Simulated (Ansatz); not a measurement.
The system is CO2.

```xyz
6
Lattice="4.2272 0.0000 0.0000 0.0000 4.2272 0.0000 0.0000 0.0000 4.6878" Properties=species:S:1:pos:R:3 pbc="T T T"
O     3.4022    3.4022    0.0000
O     0.8250    0.8250    0.0000
O     2.9386    1.2886    2.3439
O     1.2886    2.9386    2.3439
C     0.0000    0.0000    0.0000
C     2.1136    2.1136    2.3439
```

The cell comes from a database or a generator and needn't be the stable form of this composition.

| Quantity | Value |
| --- | --- |
| Program | Ansatz 0.2.0 |
| Task | relaxation of cell and atoms |
| Functional | revPBE |
| Potentials or basis | Ansatz PAW |
| Cutoff | 420 eV (not typed: the program's choice for these potentials) |
| k mesh | 6 × 6 × 6 |
| Occupations | fermi-dirac, width 0.05 eV |
| Spin | no spin polarisation |

At the start: volume 13.96 Å³/atom.

**Question.** Where does the relaxation end?

**Answer.** It ends after 28 steps and the volume is 25.37 Å³/atom (+81.7 %); space group P4_2/mnm (No. 136, to 0.05 Å).

The path:
| step | energy change (eV) | largest force (eV/Å) | volume (Å³) |
| --- | --- | --- | --- |
| 1 | 0.0000 | 0.3197 | 83.77 |
| 2 | -0.1067 | 0.3812 | 96.57 |
| 3 | -0.1075 | 0.1252 | 97.31 |
| 4 | -0.1077 | 0.0004 | 97.36 |
| 5 | -0.2308 | 0.0097 | 97.36 |
| 6 | -0.2621 | 0.1177 | 105.10 |
| 7 | -0.1665 | 0.3720 | 118.95 |
| 8 | -0.2439 | 0.0546 | 111.54 |
| 9 | -0.2316 | 0.0034 | 113.27 |
| 10 | -0.2320 | 0.0006 | 113.25 |
| 11 | -0.3562 | 0.0089 | 113.25 |
| 12 | -0.3595 | 0.0099 | 117.19 |
| 13 | -0.2867 | 0.2791 | 132.27 |
| 14 | -0.3371 | 0.2022 | 125.47 |
| 15 | -0.3203 | 0.0026 | 128.41 |
| 16 | -0.4096 | 0.0032 | 128.41 |
| 17 | -0.4066 | 0.0094 | 131.37 |
| 18 | -0.3553 | 0.1803 | 144.04 |
| 19 | -0.3733 | 0.0942 | 141.12 |
| 20 | -0.3660 | 0.0008 | 142.35 |
| 21 | -0.3576 | 0.0083 | 143.73 |
| 22 | -0.3621 | 0.0006 | 143.07 |
| 23 | -0.4312 | 0.0038 | 143.07 |
| 24 | -0.4288 | 0.0010 | 144.49 |
| 25 | -0.4069 | 0.0630 | 151.98 |
| 26 | -0.4074 | 0.0010 | 151.85 |
| 27 | -0.4059 | 0.0037 | 152.22 |
| 28 | -0.4363 | 0.0057 | 152.22 |

Final structure:
```yaml
crystal:
  lattice:
    - [5.21951, 0.00000, 0.00000]
    - [0.00000, 5.21951, 0.00000]
    - [0.00000, 0.00000, 5.58727]
  atoms:
    - { symbol: O, position: [0.84104, 0.84104, 0.00000] }
    - { symbol: O, position: [0.15896, 0.15896, 0.00000] }
    - { symbol: O, position: [0.65896, 0.34104, 0.50000] }
    - { symbol: O, position: [0.34104, 0.65896, 0.50000] }
    - { symbol: C, position: [0.00000, 0.00000, 0.00000] }
    - { symbol: C, position: [0.50000, 0.50000, 0.50000] }
```

Caveat: the volume moved by over 15 % at a fixed basis, so the end points are rough; the plane-wave basis is chosen anew once the cell has moved, so the energies of steps on either side of that aren't comparable; the pressure holds a Pulay correction of +0.4 GPa for the finite cutoff; the PAW data sets come from PBE, with cores solved anew for the run's functional, which leaves a small shift of forces and pressure.
